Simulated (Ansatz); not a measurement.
A plane-wave DFT run in Ansatz 0.2.0 (scalar-relativistic PAW potentials unless the input names others): input and command.

```yaml
crystal:
  lattice:
    - [2.6903636863, 0.0, 0.0]
    - [0.0, 2.6903636863, 0.0]
    - [0.0, 0.0, 0.9808557024]
  atoms:
    - { symbol: H, position: [0.0, 0.0, 0.5] }
basis:
  ecutwfc: 420
kpoints:
  mp_grid: { grid: [14, 14, 34], shift: [0.5, 0.5, 0.5] }
hamiltonian:
  xc: pbe
scf:
  occupations: { method: gaussian, width: 0.05 }
  algorithm: density_mixing
output:
  forces: true
  eigenvalues: true
  stress: true
```

```bash
ansatz run input.yaml --threads 1 --pin off --max-ram 1331MiB --backend cpu --events-out ev --progress --plain --runs-dir out
```

Abridged log:
```
Pseudopotentials: kind: paw
Pseudopotential: H, paw, valence charge 1, recommended cutoff 420 eV (normal)
Functional definition: PBE
Crystal: 1 atom, lattice volume = 7.099 Å³
Basis set: ecut = 420 eV, 143 PW (Γ), exchange–correlation on 36×36×16 points (8 copies of the dense FFT grid, shifted against one another)
Bands: 5, of which v1, the nominal top of the filled ones, is band 1 counted from 1 (0 counted from 0)
Symmetry: 16 space group operations
Space group: P4/mmm (ITA 123), of the structure as read, at distance tolerance 1.9e-5 Å
k-points: 476 of 6664
Initial density: superposition of atomic densities (neutral atoms: chi_scale 0, normalization atom), corrected by the library's trained network
Initial wavefunctions: pseudopotential atomic-orbital guess
Functional: x = pbe(κ = 0.804, μ = 0.21951497), c = pbe(β = 0.06672455)
SCF iter   1: F=—  HF=-15.493574 eV  |F-HF|=—  |Δ(HF+E_count)|=         —  Δρ=7.32e-3  dr2=4.01e-3  ethr=1.77e-3  ⟨swp⟩=5.3  Hψ=23518  notcnv=0
SCF iter   2: F=—  HF=-15.493528 eV  |F-HF|=—  |Δ(HF+E_count)|=   4.65e-5  Δρ=3.21e-3  dr2=8.05e-4  ethr=4.01e-4  ⟨swp⟩=2.0  Hψ=8003  notcnv=0
SCF iter   3: F=—  HF=-15.493730 eV  |F-HF|=—  |Δ(HF+E_count)|=   2.02e-4  Δρ=2.67e-4  dr2=2.19e-6  ethr=8.05e-5  ⟨swp⟩=2.3  Hψ=6399  notcnv=0
SCF iter   4: F=—  HF=-15.493707 eV  |F-HF|=—  |Δ(HF+E_count)|=   2.28e-5  Δρ=4.35e-5  dr2=1.17e-7  ethr=2.19e-7  ⟨swp⟩=1.5  Hψ=4523  notcnv=0
SCF iter   5: F=-15.493707 eV  HF=-15.493707 eV  |F-HF|=1.31e-9  |Δ(HF+E_count)|=   2.80e-8  Δρ=3.80e-6  dr2=6.58e-10  ethr=1.17e-8  ⟨swp⟩=1.0  Hψ=4284  notcnv=0
SCF iter   6: F=-15.493707 eV  HF=-15.493707 eV  |F-HF|=1.30e-12  |Δ(HF+E_count)|=   1.57e-9  Δρ=3.24e-7  dr2=7.77e-12  ethr=6.58e-11  ⟨swp⟩=1.2  Hψ=8995  notcnv=0
SCF 1 converged in 6 iterations: F = -15.493707 eV  dr2 = 7.77e-12
SCF converged after 6 iterations
Free energy (F): -15.493707 eV
Harris-Foulkes:  -15.493707 eV  (|F-HF|=1.30e-12)
Internal energy: -15.493611 eV  (E = F + TS)
E sigma→0 (E₀):  -15.493659 eV
Entropy (-TS):   -0.000096 eV (-0.096 meV/atom)
Fermi energy:    -1.252959 eV
--- Forces (eV/Å), atoms counted from 1 ---
  atom   1  H      0.00000000     0.00000000     0.00000000
--- Stress (GPa, compression-positive) ---
        0.607910       0.000000       0.000000
        0.000000       0.607910       0.000000
        0.000000       0.000000       3.058066
  P = ⅓ Tr σ = 1.4246 GPa (14.246 kbar)
```

Apart from outputs and empty bands, the input differs from a reference run on usual settings in kpoints.mp_grid.shift: not typed → [0.5, 0.5, 0.5]; scf.algorithm: not typed → "density_mixing". The reference, at the same geometry (not necessarily relaxed), gave pressure 1.70 GPa, largest force 0.000 eV/Å, no gap on the mesh. This run converged in 6 SCF iterations (reference: 6) with an energy at zero smearing 4.65 meV/atom above the reference's, pressure 1.42 GPa, largest force 0.000 eV/Å, no gap on the mesh.